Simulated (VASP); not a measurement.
# O on Co(0001): binding against coverage, part 10 of 12

Aim: adsorption energy and work function of O on Co(0001) from low coverage to a full layer.

VASP 6.6.1, plane waves and PAW; the level of theory is named at each step.

Still holding for the runs below: The magnetic state follows from one typed start and may not be the lowest.

So far. Step 15 (The vacuum level with the adsorbate, coverage 3/4 …): The vacuum level lies 6.50 eV above the Fermi level at the upper face; the two faces differ by 1.56 eV, the step that the slab's dipole of 0.184 e·Å makes. Step 16 (Relaxing the slab, cell 3 x 3, k-mesh 6×6×1): The run ended after 7 ionic steps, 0.079 eV below its first step, once the forces on the free atoms met EDIFFG = -0.03.

## (17) The vacuum level, cell 3 x 3, k-mesh 6×6×1

Level of this step: PBE, spin-polarised from a ferromagnetic start; plane waves and PAW (Co) (VASP).

File INCAR:

```
SYSTEM = Co
PREC = Normal
ENCUT = 440
EDIFF = 1E-06
NELM = 120
ISMEAR = 1
SIGMA = 0.15
LREAL = Auto
ALGO = Fast
GGA = PE
NBANDS = 176
ISPIN = 2
MAGMOM = 2 2 2 2 2 2 2 2 2 2 2 2 2 2 2 2 2 2 2 2 2 2 2 2 2 2 2
LASPH = .TRUE.
LMAXMIX = 4
LORBIT = 11
LWAVE = .FALSE.
LCHARG = .FALSE.
KPAR = 4
NCORE = 2
IDIPOL = 3
LDIPOL = .TRUE.
DIPOL = 0.5 0.5 0.498
LVHAR = .TRUE.
LVACPOTAV = .TRUE.
```

File POSCAR:

```
Co
1.0
    7.4676653556      0.0000000000      0.0000000000
    3.7338326778      6.4671879049      0.0000000000
    0.0000000000      0.0000000000     19.0280846307
Co
27
Selective dynamics
Direct
    0.0000000000      0.0000000000      0.3941542300  F F F
    0.3333333300      0.0000000000      0.3941542300  F F F
    0.6666666700      0.0000000000      0.3941542300  F F F
    0.0000000000      0.3333333300      0.3941542300  F F F
    0.3333333300      0.3333333300      0.3941542300  F F F
    0.6666666700      0.3333333300      0.3941542300  F F F
    0.0000000000      0.6666666700      0.3941542300  F F F
    0.3333333300      0.6666666700      0.3941542300  F F F
    0.6666666700      0.6666666700      0.3941542300  F F F
    0.8888888900      0.2222222200      0.4980012641  T T T
    0.2222222200      0.2222222200      0.4980012641  T T T
    0.5555555600      0.2222222200      0.4980012641  T T T
    0.8888888900      0.5555555600      0.4980012641  T T T
    0.2222222200      0.5555555600      0.4980012641  T T T
    0.5555555600      0.5555555600      0.4980012641  T T T
    0.8888888900      0.8888888900      0.4980012641  T T T
    0.2222222200      0.8888888900      0.4980012641  T T T
    0.5555555600      0.8888888900      0.4980012641  T T T
    0.0000000000      0.0000000000      0.6019299969  T T T
    0.3333333300      0.0000000000      0.6019299969  T T T
    0.6666666700      0.0000000000      0.6019299969  T T T
    0.0000000000      0.3333333300      0.6019299969  T T T
    0.3333333300      0.3333333300      0.6019299969  T T T
    0.6666666700      0.3333333300      0.6019299969  T T T
    0.0000000000      0.6666666700      0.6019299969  T T T
    0.3333333300      0.6666666700      0.6019299969  T T T
    0.6666666700      0.6666666700      0.6019299969  T T T
```

File KPOINTS:

```
Automatic mesh
0
Gamma
6 6 1
0 0 0
```

The projector-augmented-wave data sets are Co (PBE family, release 64).

Launch:

```console
$ mpirun -np 8 vasp_std
```

The program printed:

```text
[... set-up lines as in an earlier step ...]
 entering main loop
       N       E                     dE             d eps       ncg     rms          rms(c)
DAV:   1     0.177937220894E+04    0.17794E+04   -0.93370E+04  4928   0.123E+03
DAV:   2    -0.570046452399E+02   -0.18364E+04   -0.17146E+04  4928   0.308E+02
DAV:   3    -0.198533330183E+03   -0.14153E+03   -0.12649E+03  5272   0.124E+02
DAV:   4    -0.202633537327E+03   -0.41002E+01   -0.40511E+01  5288   0.239E+01
[...]
RMM:  32    -0.176960570283E+03   -0.46752E-05   -0.32865E-07  3111   0.178E-03    0.167E-03
RMM:  33    -0.176960572957E+03   -0.26743E-05   -0.18210E-07  3025   0.133E-03    0.798E-04
RMM:  34    -0.176960573674E+03   -0.71684E-06   -0.66372E-08  2782   0.906E-04
 [... a notice as in an earlier step ...]

   1 F= -.17696057E+03 E0= -.17695661E+03  d E =-.119056E-01  mag=    44.4358
```

Elapsed: 2.8 min, on 8 MPI ranks of AMD EPYC 9R45, shared host; peak memory 5.8 GiB.

From OUTCAR (step 17):

```text
  Total      -14.9958830    -14.9958830     -0.6993833     -0.0000000      0.0000000      0.0000000
  in kB      -26.1449143    -26.1449143     -1.2193557     -0.0000000      0.0000000      0.0000000
  external PRESSURE =     -17.8363948 kB  Pullay stress =       0.0000000 kB

 POSITION                                       TOTAL-FORCE (eV/Angst)
 -----------------------------------------------------------------------------------
      0.00000      0.00000      7.50000        -0.000000      0.000000      0.004173
      2.48922      0.00000      7.50000        -0.000000      0.000000      0.004173
      4.97844      0.00000      7.50000        -0.000000      0.000000      0.004173
      1.24461      2.15573      7.50000        -0.000000      0.000000      0.004173
      3.73383      2.15573      7.50000        -0.000000      0.000000      0.004173
      6.22305      2.15573      7.50000        -0.000000      0.000000      0.004173
      2.48922      4.31146      7.50000        -0.000000      0.000000      0.004173
      4.97844      4.31146      7.50000        -0.000000      0.000000      0.004173
      7.46767      4.31146      7.50000        -0.000000      0.000000      0.004173
      7.46767      1.43715      9.47601         0.000000      0.000000      0.006361
      2.48922      1.43715      9.47601        -0.000000     -0.000000      0.006361
      4.97844      1.43715      9.47601         0.000000     -0.000000      0.006361
      8.71228      3.59288      9.47601         0.000000     -0.000000      0.006361
      3.73383      3.59288      9.47601         0.000000     -0.000000      0.006361
[...]
-----------------------------------------------------------------------------------
    total drift:                                0.000001      0.000001     -0.025504

  FREE ENERGIE OF THE ION-ELECTRON SYSTEM (eV)
  ---------------------------------------------------
  free  energy   TOTEN  =      -176.9605736737 eV

  energy  without entropy=     -176.9486680833  energy(sigma->0) =     -176.95660514

[... 3 parts as in an earlier step ...]

[... 1 further part left out ...]
[key lines of the parts left out:]
E-fermi :   0.0221
```

The vacuum level lies 4.94 eV above the Fermi level at the upper face; both faces agree, as the slab has next to no dipole.

The program found no field-free point at its default tolerance, but its printed level agrees with the flat part of the planar average.

## (18) Relaxing the adsorbate, coverage 1/9, k-mesh 6×6×1

This step: PBE, spin-polarised from a ferromagnetic start; plane waves and PAW (Co, O) (VASP 6.6.1).

System of this step: Co27O (Co(0001)). The cell holds 28 atoms: 27 Co and 1 O. Its edges and angles: a = 7.468 Å, b = 7.468 Å, c = 19.028 Å, α = 90.0°, β = 90.0°, γ = 60.0°. It derives from Co. 1 O over hcp sites of a 3 x 3 cell of Co(0001). Vacuum lies along c.

File INCAR:

```
SYSTEM = Co27O
PREC = Normal
ENCUT = 440
EDIFF = 1E-05
NELM = 120
ISMEAR = 1
SIGMA = 0.15
LREAL = Auto
ALGO = Fast
GGA = PE
NBANDS = 176
ISPIN = 2
MAGMOM = 2 2 2 2 2 2 2 2 2 2 2 2 2 2 2 2 2 2 2 2 2 2 2 2 2 2 2 0
LASPH = .TRUE.
LMAXMIX = 4
LORBIT = 11
LWAVE = .FALSE.
LCHARG = .FALSE.
KPAR = 4
NCORE = 2
IBRION = 2
NSW = 45
ISIF = 2
EDIFFG = -0.03
POTIM = 0.4
MAXMIX = 40
IDIPOL = 3
LDIPOL = .TRUE.
DIPOL = 0.5 0.5 0.504
```

File POSCAR:

```
Co27O
1.0
    7.4676653556      0.0000000000      0.0000000000
    3.7338326778      6.4671879049      0.0000000000
    0.0000000000      0.0000000000     19.0280846307
Co O
27 1
Selective dynamics
Direct
    0.0000000000      0.0000000000      0.3941542300  F F F
    0.3333333300      0.0000000000      0.3941542300  F F F
    0.6666666700      0.0000000000      0.3941542300  F F F
    0.0000000000      0.3333333300      0.3941542300  F F F
    0.3333333300      0.3333333300      0.3941542300  F F F
    0.6666666700      0.3333333300      0.3941542300  F F F
    0.0000000000      0.6666666700      0.3941542300  F F F
    0.3333333300      0.6666666700      0.3941542300  F F F
    0.6666666700      0.6666666700      0.3941542300  F F F
    0.8888888900      0.2222222200      0.4980012600  T T T
    0.2222222200      0.2222222200      0.4980012600  T T T
    0.5555555600      0.2222222200      0.4980012600  T T T
    0.8888888900      0.5555555600      0.4980012600  T T T
    0.2222222200      0.5555555600      0.4980012600  T T T
    0.5555555600      0.5555555600      0.4980012600  T T T
    0.8888888900      0.8888888900      0.4980012600  T T T
    0.2222222200      0.8888888900      0.4980012600  T T T
    0.5555555600      0.8888888900      0.4980012600  T T T
    0.0000000000      0.0000000000      0.6019300000  T T T
    0.3333333300      0.0000000000      0.6019300000  T T T
    0.6666666700      0.0000000000      0.6019300000  T T T
    0.0000000000      0.3333333300      0.6019300000  T T T
    0.3333333300      0.3333333300      0.6019300000  T T T
    0.6666666700      0.3333333300      0.6019300000  T T T
    0.0000000000      0.6666666700      0.6019300000  T T T
    0.3333333300      0.6666666700      0.6019300000  T T T
    0.6666666700      0.6666666700      0.6019300000  T T T
    0.2222222200      0.2222222200      0.6623669800  T T T
```

KPOINTS is that of step 17.

Potentials, in the order of the species: Co and O (PBE family, release 64).

Launch:

```console
$ mpirun -np 8 vasp_std
```

The program printed:

```text
[banner, memory and clock lines left out]
running    8 mpi-ranks, on    1 nodes
[...]
LDA part: xc-table for (Slater+PW92), standard interpolation
 POSCAR, INCAR and KPOINTS ok, starting setup
[...]
entering main loop
       N       E                     dE             d eps       ncg     rms          rms(c)
DAV:   1     0.188714518935E+04    0.18871E+04   -0.96241E+04  4944   0.126E+03
DAV:   2    -0.195388582067E+02   -0.19067E+04   -0.17873E+04  4928   0.318E+02
DAV:   3    -0.200749454780E+03   -0.18121E+03   -0.16051E+03  6200   0.132E+02
DAV:   4    -0.212148221511E+03   -0.11399E+02   -0.11021E+02  5232   0.322E+01
[...]
RMM:  46    -0.184346280165E+03   -0.10208E-03   -0.21512E-06  2559   0.248E-03    0.336E-03
RMM:  47    -0.184346335213E+03   -0.55048E-04   -0.10571E-06  2106   0.205E-03    0.213E-03
RMM:  48    -0.184346342856E+03   -0.76422E-05   -0.44412E-07  1713   0.173E-03
   1 F= -.18434634E+03 E0= -.18433647E+03  d E =-.184346E+03  mag=    45.1968
[... from here on, the cycles between the ionic steps are left out ...]
   2 F= -.18443128E+03 E0= -.18442293E+03  d E =-.849331E-01  mag=    45.4048
   3 F= -.18445118E+03 E0= -.18444371E+03  d E =-.104836E+00  mag=    45.5219
   4 F= -.18447411E+03 E0= -.18446547E+03  d E =-.229317E-01  mag=    45.4057
   5 F= -.18447579E+03 E0= -.18446674E+03  d E =-.246122E-01  mag=    45.3598
   6 F= -.18448147E+03 E0= -.18447272E+03  d E =-.567653E-02  mag=    45.3780
   7 F= -.18448543E+03 E0= -.18447726E+03  d E =-.964157E-02  mag=    45.4107
   8 F= -.18448768E+03 E0= -.18447960E+03  d E =-.224241E-02  mag=    45.4328
   9 F= -.18448818E+03 E0= -.18448015E+03  d E =-.274353E-02  mag=    45.4435
  10 F= -.18448805E+03 E0= -.18448013E+03  d E =-.261503E-02  mag=    45.4642
  11 F= -.18448830E+03 E0= -.18448032E+03  d E =-.287155E-02  mag=    45.4520
  12 F= -.18448880E+03 E0= -.18448093E+03  d E =-.491061E-03  mag=    45.4627
 trial-energy change:   -0.000491  1 .order   -0.000565   -0.000781   -0.000348
 step:   3.6133(harm=  3.6133)  dis= 0.01007  next Energy=  -184.489009 (dE=-0.705E-03)
 reached required accuracy - stopping structural energy minimisation
```

Run time: 16 min. Hardware: 8 MPI ranks; peak memory 6.2 GiB.

OUTCAR, selected parts (step 18):

```text
  Total      -11.2735978    -11.2735978     -0.1605824      0.0000000     -0.0000000      0.0000000
  in kB      -19.6552113    -19.6552113     -0.2799711      0.0000000     -0.0000000      0.0000000
  external PRESSURE =     -13.1967979 kB  Pullay stress =       0.0000000 kB

 POSITION                                       TOTAL-FORCE (eV/Angst)
 -----------------------------------------------------------------------------------
      0.00000      0.00000      7.50000         0.027931      0.016126     -0.007546
      2.48922      0.00000      7.50000        -0.000000      0.011633      0.016524
      4.97844      0.00000      7.50000        -0.027931      0.016126     -0.007546
      1.24461      2.15573      7.50000         0.010074     -0.005817      0.016524
      3.73383      2.15573      7.50000        -0.010074     -0.005817      0.016524
      6.22305      2.15573      7.50000         0.000000     -0.062689     -0.048369
      2.48922      4.31146      7.50000        -0.000000     -0.032252     -0.007546
      4.97844      4.31146      7.50000        -0.054290      0.031345     -0.048369
      7.46767      4.31146      7.50000         0.054290      0.031345     -0.048369
      7.47351      1.43852      9.47511         0.003760      0.000037     -0.000566
      2.48922      1.43715      9.47754        -0.000000     -0.000000     -0.005625
      4.97260      1.43852      9.47511        -0.003760      0.000037     -0.000566
      8.71402      3.58714      9.47511         0.001848     -0.003274     -0.000566
      3.73209      3.58714      9.47511        -0.001848     -0.003274     -0.000566
[...]
-----------------------------------------------------------------------------------
    total drift:                                0.000134      0.000077     -0.024011

  FREE ENERGIE OF THE ION-ELECTRON SYSTEM (eV)
  ---------------------------------------------------
  free  energy   TOTEN  =      -184.4887952712 eV

  energy  without entropy=     -184.4651928573  energy(sigma->0) =     -184.48092780

 magnetization (x)
# of ion       s       p       d       tot
------------------------------------------
    1       -0.011  -0.042   1.760   1.707
    2       -0.012  -0.043   1.786   1.731
    3       -0.011  -0.042   1.760   1.707
    4       -0.012  -0.043   1.786   1.731
    5       -0.012  -0.043   1.786   1.731
    6       -0.009  -0.044   1.783   1.731
    7       -0.011  -0.042   1.760   1.707
    8       -0.009  -0.044   1.783   1.731
    9       -0.009  -0.044   1.783   1.731
   10       -0.015  -0.055   1.727   1.657
   11       -0.018  -0.056   1.831   1.757
   12       -0.015  -0.055   1.727   1.657
   13       -0.015  -0.055   1.727   1.657
[...]
--------------------------------------------------
tot         -0.322  -1.068  47.265  45.875

[... 3 parts as in an earlier step ...]

[... 1 further part left out ...]
[key lines of the parts left out:]
E-fermi :  -0.0205
```

The run ended after 12 ionic steps, 0.142 eV below its first step, once the forces on the free atoms met EDIFFG = -0.03.

## (19) The vacuum level with the adsorbate, coverage 1/9, k-mesh 6×6×1

INCAR, as its differences from that of step 18:

```diff
@@ -3,3 +3,3 @@
 ENCUT = 440
-EDIFF = 1E-05
+EDIFF = 1E-06
 NELM = 120
@@ -20,8 +20,2 @@
 NCORE = 2
-IBRION = 2
-NSW = 45
-ISIF = 2
-EDIFFG = -0.03
-POTIM = 0.4
-MAXMIX = 40
 IDIPOL = 3
@@ -29 +23,3 @@
 DIPOL = 0.5 0.5 0.504
+LVHAR = .TRUE.
+LVACPOTAV = .TRUE.
```

File POSCAR:

```
Co27O
1.0
    7.4676653556      0.0000000000      0.0000000000
    3.7338326778      6.4671879049      0.0000000000
    0.0000000000      0.0000000000     19.0280846307
Co O
27 1
Selective dynamics
Direct
    0.0000000000      0.0000000000      0.3941542300  F F F
    0.3333333300      0.0000000000      0.3941542300  F F F
    0.6666666700      0.0000000000      0.3941542300  F F F
    0.0000000000      0.3333333300      0.3941542300  F F F
    0.3333333300      0.3333333300      0.3941542300  F F F
    0.6666666700      0.3333333300      0.3941542300  F F F
    0.0000000000      0.6666666700      0.3941542300  F F F
    0.3333333300      0.6666666700      0.3941542300  F F F
    0.6666666700      0.6666666700      0.3941542300  F F F
    0.8895664321      0.2224329116      0.4979540710  T T T
    0.2222222200      0.2222222200      0.4980816537  T T T
    0.5546673263      0.2224329116      0.4979540710  T T T
    0.8895664321      0.5546673263      0.4979540710  T T T
    0.2224329116      0.5546673263      0.4979540710  T T T
    0.5555555600      0.5555555600      0.4969440915  T T T
    0.8888888900      0.8888888900      0.4968695765  T T T
    0.2224329116      0.8895664321      0.4979540710  T T T
    0.5546673263      0.8895664321      0.4979540710  T T T
    0.9976093279      0.9976093279      0.6003858904  T T T
    0.3376972911      0.9912720779      0.6063566618  T T T
    0.6714480142      0.9976093279      0.6003858904  T T T
    0.9912720779      0.3376972911      0.6063566618  T T T
    0.3376972911      0.3376972911      0.6063566618  T T T
    0.6660108564      0.3346449572      0.6008173502  T T T
    0.9976093279      0.6714480142      0.6003858904  T T T
    0.3346449572      0.6660108564      0.6008173502  T T T
    0.6660108564      0.6660108564      0.6008173502  T T T
    0.2222222200      0.2222222200      0.6641907035  T T T
```

KPOINTS is that of step 18.

Launch:

```console
$ mpirun -np 8 vasp_std
```

The program printed:

```text
[... set-up lines as in an earlier step ...]
 entering main loop
       N       E                     dE             d eps       ncg     rms          rms(c)
DAV:   1     0.188528762429E+04    0.18853E+04   -0.96219E+04  4944   0.126E+03
DAV:   2    -0.199177486513E+02   -0.19052E+04   -0.17862E+04  4928   0.318E+02
DAV:   3    -0.200965625280E+03   -0.18105E+03   -0.16056E+03  6168   0.132E+02
DAV:   4    -0.212391449235E+03   -0.11426E+02   -0.11014E+02  5248   0.319E+01
[...]
RMM:  45    -0.184488843944E+03   -0.52184E-04   -0.97510E-07  3501   0.238E-03    0.434E-03
RMM:  46    -0.184488851075E+03   -0.71317E-05   -0.65638E-07  3456   0.199E-03    0.293E-03
RMM:  47    -0.184488851358E+03   -0.28271E-06   -0.17563E-07  3169   0.130E-03
 [... a notice as in an earlier step ...]

   1 F= -.18448885E+03 E0= -.18448099E+03  d E =-.235704E-01  mag=    45.4627
```

Wall time 5.1 min (8 MPI ranks); peak memory 6 GiB.

OUTCAR, selected parts (step 19):

```text
  Total      -11.2533588    -11.2533588     -0.1417684      0.0000000     -0.0000000      0.0000000
  in kB      -19.6199252    -19.6199252     -0.2471693      0.0000000     -0.0000000      0.0000000
  external PRESSURE =     -13.1623399 kB  Pullay stress =       0.0000000 kB

 POSITION                                       TOTAL-FORCE (eV/Angst)
 -----------------------------------------------------------------------------------
      0.00000      0.00000      7.50000         0.027911      0.016115     -0.007495
      2.48922      0.00000      7.50000        -0.000000      0.011571      0.016651
      4.97844      0.00000      7.50000        -0.027911      0.016115     -0.007495
      1.24461      2.15573      7.50000         0.010021     -0.005786      0.016651
      3.73383      2.15573      7.50000        -0.010021     -0.005786      0.016651
      6.22305      2.15573      7.50000         0.000000     -0.062681     -0.048416
      2.48922      4.31146      7.50000        -0.000000     -0.032229     -0.007495
      4.97844      4.31146      7.50000        -0.054283      0.031340     -0.048416
      7.46767      4.31146      7.50000         0.054283      0.031340     -0.048416
      7.47351      1.43852      9.47511         0.003876      0.000025     -0.000614
      2.48922      1.43715      9.47754        -0.000000      0.000000     -0.006191
      4.97260      1.43852      9.47511        -0.003876      0.000025     -0.000614
      8.71402      3.58714      9.47511         0.001916     -0.003369     -0.000614
      3.73209      3.58714      9.47511        -0.001916     -0.003369     -0.000614
[...]
-----------------------------------------------------------------------------------
    total drift:                                0.000127      0.000073     -0.026958

  FREE ENERGIE OF THE ION-ELECTRON SYSTEM (eV)
  ---------------------------------------------------
  free  energy   TOTEN  =      -184.4888513581 eV

  energy  without entropy=     -184.4652810031  energy(sigma->0) =     -184.48099457

 magnetization (x)
# of ion       s       p       d       tot
------------------------------------------
    1       -0.011  -0.042   1.761   1.708
    2       -0.012  -0.043   1.786   1.731
    3       -0.011  -0.042   1.761   1.708
    4       -0.012  -0.043   1.786   1.731
    5       -0.012  -0.043   1.786   1.731
    6       -0.009  -0.044   1.783   1.731
    7       -0.011  -0.042   1.761   1.708
    8       -0.009  -0.044   1.783   1.731
    9       -0.009  -0.044   1.783   1.731
   10       -0.015  -0.055   1.728   1.657
   11       -0.018  -0.056   1.831   1.757
   12       -0.015  -0.055   1.728   1.657
   13       -0.015  -0.055   1.728   1.657
[...]
--------------------------------------------------
tot         -0.322  -1.068  47.267  45.877

[... 2 parts as in an earlier step ...]

[... 1 further part left out ...]
[key lines of the parts left out:]
E-fermi :  -0.0215
```

At the end the adsorbate's closest contact with the slab is O-Co at 1.86 Å, 1.49 Å to the side of the slab's atom, and its lowest atom lies 1.10 Å above the highest atom of the slab.

The vacuum level lies 5.22 eV above the Fermi level at the upper face; the two faces differ by 0.23 eV, the step that the slab's dipole of 0.062 e·Å makes.

VASP counts the dipole in electrons times Å, so a positive number points the physical dipole along −c.

The program found no field-free point at its default tolerance, but its printed level agrees with the flat part of the planar average.

(Part 10 of 12 ends here.)

[Lines on the potential files, build, host, timing and source positions are cut from VASP's logs without a mark.]

[Logs are printed without paths, hosts, clocks, repeated set-up lines and the standing remarks that a program may print on its own settings, such as how far it seeks lower states.]

[Hosts, paths, dates, database ids (printed as entryN), source tags and the programs' standing remarks are cut or masked in the printed files.]

[Runs that stopped without an error message from VASP are left out.]
